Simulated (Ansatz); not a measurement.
Crystal: ZrO2.

```
Zr O
1.0
     0.00000    2.54507    2.54507
     2.54507    0.00000    2.54507
     2.54507    2.54507    0.00000
Zr O
1 2
Direct
  0.00000 0.00000 0.00000
  0.75000 0.75000 0.75000
  0.25000 0.25000 0.25000
```

Measurements of this composition are mostly on another form, of space group No. 14.

Base run:

```yaml
Program: Ansatz 0.2.0
Functional: PBE
Potentials_or_basis: Ansatz PAW
Cutoff: "420 eV (not typed: the program's choice for these potentials)"
k_mesh: 9 × 9 × 9
Occupations: fermi-dirac, width 0.05 eV
Spin: no spin polarisation
```

Its results: band gap on the k mesh 3.41 eV, indirect (least direct gap 3.89 eV); pressure 3.7 GPa.

Q: The run is repeated on the same cell with these changes: functional from PBE to revPBE. What comes out?

A: Band gap on the k mesh 3.44 eV, indirect (least direct gap 3.92 eV); pressure 7.1 GPa.

revPBE binds less tightly than PBE, so the same cell stands under more pressure.

Caveats: the k mesh misses the band edges, so the gap on the mesh is wider than the one along the path; the PAW data sets come from PBE, with cores solved anew for the run's functional, which leaves a small shift of forces and pressure (some runs).
